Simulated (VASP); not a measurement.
# Si (R-3m) in VASP: phonons with LDA

Aim: the phonons of Si with LDA.

All numbers are computed with VASP 6.6.1; they aren't measurements. Logs are shortened: lines on timing, memory, paths and dates and some standing lists are left out, and cuts for length are marked.

## (1) Starting point

It takes space group R-3m (No. 166, trigonal). The conventional cell has a = 3.813 Å, b = 3.813 Å, c = 9.783 Å, α = 90.00°, β = 90.00°, γ = 120.00°. Si (site symmetry 3m) is surrounded by 4 Si at 2.36 to 2.41 Å.

## (2) Phonons, LDA

File POSCAR:

```
Si
1.0
    0.0854690885      2.7813854558      2.7813854558
    2.7813854558      0.0854690885      2.7813854558
    2.7813854558      2.7813854558      0.0854690885
Si
2
Direct
    0.0016777000      0.0016777000      0.0016777000
    0.2483220000      0.2483220000      0.2483220000
```

File INCAR.step1:

```
SYSTEM = Si
ALGO = Fast
EDIFF = 1E-8
EDIFFG = -0.002
ENCUT = 600
GGA = CA
IBRION = 2
ISIF = 3
ISMEAR = 0
LASPH = .True.
LCHARG = .False.
LREAL = .False.
LWAVE = .False.
NELM = 60
NSW = 40
PREC = Accurate
SIGMA = 0.01
```

File INCAR.step2:

```
SYSTEM = Si
ALGO = Fast
EDIFF = 1E-8
ENCUT = 600
GGA = CA
IBRION = 8
ISIF = 2
ISMEAR = 0
LASPH = .True.
LCHARG = .False.
LREAL = .False.
LWAVE = .False.
NELM = 60
NSW = 1
PREC = Accurate
SIGMA = 0.01
```

File KPOINTS:

```
k-points
0
Gamma
  10 10 10
  0 0 0
```

Potentials or basis: VASP PAW LDA potentials, release 64 (Si).

Started as:

```console
$ cat potpaw_LDA.64/Si/POTCAR > POTCAR
$ cp INCAR.step1 INCAR
$ mpirun -np 1 vasp_std > vasp.out
$ cp CONTCAR POSCAR
$ cp INCAR.step2 INCAR
$ mpirun -np 1 vasp_std > vasp.out
```

OUTCAR:

```text
SYSTEM = Si
   EDIFF = 1E-8
   ENCUT = 600
   GGA = CA
   IBRION = 8
   ISIF = 2
   ISMEAR = 0
   LASPH = .True.
   LREAL = .False.
   NELM = 60
   NSW = 1
   PREC = Accurate

 ion  position               nearest neighbor table
   1  0.000  0.000  0.000-   2 2.34   2 2.34   2 2.34   2 2.34
   2  0.250  0.250  0.250-   1 2.34   1 2.34   1 2.34   1 2.34

  LATTYP: Found a trigonal (rhomboedric) cell.
 ALAT       =     3.8205652699
 COS(alpha) =     0.5000667449

  Lattice vectors:

 A1 = (   0.0001803176,   2.7015476073,   2.7015476073)
 A2 = (   2.7015476073,   0.0001803176,   2.7015476073)
 A3 = (   2.7015476073,   2.7015476073,   0.0001803176)

Analysis of symmetry for initial positions (statically):
=====================================================================
 Subroutine PRICEL returns:
 Original cell was already a primitive cell.

 Routine SETGRP: Setting up the symmetry group for a
 trigonal (rhombohedral) supercell.

 Subroutine GETGRP returns: Found 12 space group operations
 (whereof  6 operations were pure point group operations)
 out of a pool of 12 trial point group operations.

The static configuration has the point symmetry C_3v.
 The point group associated with its full space group is D_3d.

Analysis of symmetry for dynamics (positions and initial velocities):
=====================================================================
 Subroutine PRICEL returns:
 Original cell was already a primitive cell.

 Routine SETGRP: Setting up the symmetry group for a
 trigonal (rhombohedral) supercell.

 Subroutine GETGRP returns: Found 12 space group operations
 (whereof  6 operations were pure point group operations)
 out of a pool of 12 trial point group operations.

The dynamic configuration has the point symmetry C_3v.
 The point group associated with its full space group is D_3d.

 Subroutine INISYM returns: Found 12 space group operations
 (whereof  6 operations are pure point group operations),
 and found     1 'primitive' translations

----------------------------------------------------------------------------------------

                                     Primitive cell

  volume of cell :      39.4298

  direct lattice vectors                    reciprocal lattice vectors
     0.000180318  2.701547607  2.701547607    -0.185097631  0.185085277  0.185085277
     2.701547607  0.000180318  2.701547607     0.185085277 -0.185097631  0.185085277
     2.701547607  2.701547607  0.000180318     0.185085277  0.185085277 -0.185097631

  length of vectors
     3.820565270  3.820565270  3.820565270     0.320584237  0.320584237  0.320584237

  position of ions in fractional coordinates (direct lattice)
     0.000010554  0.000010554  0.000010554
     0.249989146  0.249989146  0.249989146

  ion indices of the primitive-cell ions
   primitive index   ion index
                 1           1
                 2           2

----------------------------------------------------------------------------------------

 KPOINTS: k-points

Automatic generation of k-mesh.
 Grid dimensions read from file:
 generate k-points for:   10   10   10

 Generating k-lattice:

  Cartesian coordinates                     Fractional coordinates (reciprocal lattice)
[... 89 lines left out ...]
   LEPSILON=     F    determine dielectric tensor
   LRPA    =     F    only Hartree local field effects (RPA)
 non-spin polarized calculation
 RMM-DIIS sequential band-by-band and
 Gauss-broadening in eV      SIGMA  =   0.01
  energy-cutoff  :      600.00
  volume of cell :       39.43
 maximum number of plane-waves:      1363
   NGX = 15   NGY = 15   NGZ = 15

--------------------------------------- Ionic step        1  -------------------------------------------

 number of electron       7.9999999 magnetization

 Free energy of the ion-electron system (eV)
  ---------------------------------------------------
  ext. energy  EPLUGINS =         0.00000000
  ---------------------------------------------------
  free energy    TOTEN  =       -11.91928963 eV

  energy without entropy =      -11.91928963  energy(sigma->0) =      -11.91928963

 E-fermi :   6.0169     XC(G=0):  -9.6635

 val. band max:        5.9286055105   @ k =   0.0000   0.0000   0.0000
 cond. band min:       6.3814055502   @ k =   0.4000   0.4000  -0.0000
 fundamental gap:      0.4528000397
 Fermi energy:         6.0169293005

 k-point     1 :       0.0000    0.0000    0.0000
  band No.  band energies     occupation
      1      -6.1349      2.00000
      2       5.9267      2.00000
      3       5.9286      2.00000
      4       5.9286      2.00000
      5       8.4581      0.00000
      6       8.4587      0.00000
      7       8.4587      0.00000
      8       9.3141      0.00000
[... 243 lines left out ...]
 k-point    24 :       0.4000    0.3000   -0.0000
  band No.  band energies     occupation
      1      -3.9429      2.00000
      2       0.4864      2.00000
      3       3.0156      2.00000
      4       3.4566      2.00000
      5       6.8658      0.00000
      6       8.0607      0.00000
      7      12.8751      0.00000
      8      12.9910      0.00000

 [... further k-points ...]

------------------------ aborting loop because EDIFF is reached ----------------------------------------

  FORCE on cell =-STRESS in cart. coord.  units (eV):
  Direction    XX          YY          ZZ          XY          YZ          ZX
  --------------------------------------------------------------------------------------
  -------------------------------------------------------------------------------------
  Total        0.0001774      0.0001774      0.0001774     -0.0005844     -0.0005844     -0.0005844
  in kB        0.0072071      0.0072071      0.0072071     -0.0237467     -0.0237467     -0.0237467
  external PRESSURE =       0.0072071 kB  Pullay stress =       0.0000000 kB

 VOLUME and BASIS-vectors are now :
 -----------------------------------------------------------------------------
  energy-cutoff  :      600.00
  volume of cell :       39.43
      direct lattice vectors                 reciprocal lattice vectors
     0.000180318  2.701547607  2.701547607    -0.185097631  0.185085277  0.185085277
     2.701547607  0.000180318  2.701547607     0.185085277 -0.185097631  0.185085277
     2.701547607  2.701547607  0.000180318     0.185085277  0.185085277 -0.185097631

 POSITION                                       TOTAL-FORCE (eV/Angst)
 -----------------------------------------------------------------------------------
      0.00006      0.00006      0.00006        -0.000907     -0.000907     -0.000907
      1.35076      1.35076      1.35076         0.000907      0.000907      0.000907
 -----------------------------------------------------------------------------------
    total drift:                                0.000000      0.000000      0.000000

  FREE ENERGIE OF THE ION-ELECTRON SYSTEM (eV)
  ---------------------------------------------------
  free  energy   TOTEN  =       -11.9192896331 eV

  energy  without entropy=      -11.9192896331  energy(sigma->0) =      -11.91928963

[... ionic steps 2 to 3 ...]

--------------------------------------- Ionic step        4  -------------------------------------------

 Free energy of the ion-electron system (eV)
  ---------------------------------------------------
  ---------------------------------------------------
  free energy    TOTEN  =        -0.01774140 eV

  energy without entropy =       -0.01774140

------------------------ aborting loop because EDIFF is reached ----------------------------------------

 INTERNAL STRAIN TENSOR  FOR ION    1  DIRECTION 1   (eV/Angst):
 -----------------------------------------------------------------------------
    -0.01447  0.17955  0.17955
    -0.19078  0.00691  9.66408
    -0.19078  9.66408  0.00691

 INTERNAL STRAIN TENSOR FOR ION    2 for displacements in x,y,z  (eV/Angst):
          X           Y           Z          XY          YZ          ZX
  --------------------------------------------------------------------------------
  x     0.01447    -0.00691    -0.00691     0.19078    -9.66408    -0.17955
  y    -0.00691     0.01447    -0.00691    -0.17955     0.19078    -9.66408
  z    -0.00691    -0.00691     0.01447    -9.66408    -0.17955     0.19078

 SECOND DERIVATIVES (NOT SYMMETRIZED)
 ------------------------------------
               1X          1Y          1Z          2X          2Y          2Z
  1X   -13.584300   -0.000837   -0.000837   13.584300    0.000837    0.000837
  1Y    -0.000837  -13.584300   -0.000837    0.000837   13.584300    0.000837
  1Z    -0.000837   -0.000837  -13.584300    0.000837    0.000837   13.584300
  2X    13.584300    0.000837    0.000837  -13.584300   -0.000837   -0.000837
  2Y     0.000837   13.584300    0.000837   -0.000837  -13.584300   -0.000837
  2Z     0.000837    0.000837   13.584300   -0.000837   -0.000837  -13.584300

 Eigenvectors and eigenvalues of the dynamical matrix
 ----------------------------------------------------

   1 f  =   15.377081 THz    96.617049 2PiTHz  512.924207 cm-1    63.594468 meV
             X         Y         Z           dx          dy          dz
      0.000057  0.000057  0.000057     0.408248    0.408248    0.408248
      1.350760  1.350760  1.350760    -0.408248   -0.408248   -0.408248
[... 11 lines left out ...]
   4 f  =    0.000000 THz     0.000001 2PiTHz    0.000005 cm-1     0.000001 meV
             X         Y         Z           dx          dy          dz
      0.000057  0.000057  0.000057    -0.005665   -0.093284    0.700904
      1.350760  1.350760  1.350760    -0.005665   -0.093284    0.700904

   5 f/i=    0.000000 THz     0.000001 2PiTHz    0.000006 cm-1     0.000001 meV
             X         Y         Z           dx          dy          dz
      0.000057  0.000057  0.000057     0.705086    0.051908    0.012607
      1.350760  1.350760  1.350760     0.705086    0.051908    0.012607

   6 f/i=    0.000000 THz     0.000002 2PiTHz    0.000010 cm-1     0.000001 meV
             X         Y         Z           dx          dy          dz
      0.000057  0.000057  0.000057     0.053116   -0.699002   -0.092601
      1.350760  1.350760  1.350760     0.053116   -0.699002   -0.092601

--------------------------------------------------------------------------------------------------------

 ELASTIC MODULI CONTR FROM IONIC RELAXATION (kBar)
 Direction    XX          YY          ZZ          XY          YZ          ZX
 --------------------------------------------------------------------------------
 XX          -0.0009      0.0005      0.0005     -0.2119      0.4186     -0.1882
 YY           0.0005     -0.0009      0.0005     -0.1882     -0.2119      0.4186
 ZZ           0.0005      0.0005     -0.0009      0.4186     -0.1882     -0.2119
 XY          -0.2119     -0.1882      0.4186   -279.5693      0.4445      0.4445
 YZ           0.4186     -0.2119     -0.1882      0.4445   -279.5693      0.4445
 ZX          -0.1882      0.4186     -0.2119      0.4445      0.4445   -279.5693
 --------------------------------------------------------------------------------
```

Wall time 6 min (1 thread of Intel Xeon Platinum 8259CL at 2.50GHz (Skylake/Cascade Lake), shared host); peak memory 0.34 GiB.

What came out:

```yaml
Relaxed_volume: 19.71 Å³/atom
Relaxed_cell: a = 3.821 Å, b = 3.821 Å, c = 3.821 Å, α = 60.00°, β = 60.00°, γ = 60.00°
Space_group_after_relaxing_to_0.05_Å: Fd-3m (No. 227)
Highest_phonon_frequency_at_Γ: 513 cm⁻¹
```

The path:
| step | energy change (eV) | largest force (eV/Å) | pressure (GPa) | volume (Å³) |
| --- | --- | --- | --- | --- |
| 1 | 0.0000 | 0.0005 | -3.55 | 41.05 |
| 2 | -0.0309 | 0.4323 | 2.78 | 38.39 |
| 3 | -0.0399 | 0.2493 | 0.55 | 39.20 |
| 4 | -0.0453 | 0.0541 | 0.17 | 39.36 |
| 5 | -0.0458 | 0.0302 | 0.00 | 39.43 |
| 6 | -0.0458 | 0.0246 | 0.01 | 39.43 |
| 7 | -0.0458 | 0.0285 | -0.02 | 39.44 |
| 8 | -0.0459 | 0.0043 | -0.01 | 39.43 |
| 9 | -0.0459 | 0.0015 | 0.00 | 39.43 |

Final structure:
```cif
data_structure
_symmetry_space_group_name_H-M 'P 1'
_symmetry_Int_Tables_number 1
_cell_length_a 3.8206
_cell_length_b 3.8206
_cell_length_c 3.8206
_cell_angle_alpha 59.996
_cell_angle_beta 59.996
_cell_angle_gamma 59.996
_cell_volume 39.43
loop_
_atom_site_label
_atom_site_type_symbol
_atom_site_fract_x
_atom_site_fract_y
_atom_site_fract_z
_atom_site_occupancy
Si1 Si 0.00001 0.00001 0.00001 1
Si2 Si 0.24999 0.24999 0.24999 1
```

Phonon frequencies in cm⁻¹ (negative: imaginary):
| q point | frequencies |
| --- | --- |
| (0.000, 0.000, 0.000) | 0 0 0 513 513 513 |
